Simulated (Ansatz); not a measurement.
## Magnetic states of iron, fcc

Method: DFT, RPBE, plane waves (420 eV) with PAW, scalar-relativistic in Ansatz. The PAW files were generated under PBE, with cores re-solved for the functional.

Each start was relaxed and then solved on a dense mesh, with Fermi-Dirac smearing of 0.05 eV (0.1 eV in a metal without spin) extrapolated to zero. Rows within 2 meV/atom of each other tie.

(1) Where does each start end, and how do the energies compare? Starts: non-magnetic; ferromagnetic.

## Answers

(1) 
```csv
start,ends,ΔE (meV/atom),V (Å³/atom)
ferromagnetic,"ferromagnetic, net 2.65 μB per atom",0.0,12.46
non-magnetic,spin not included,108.1,10.50
```
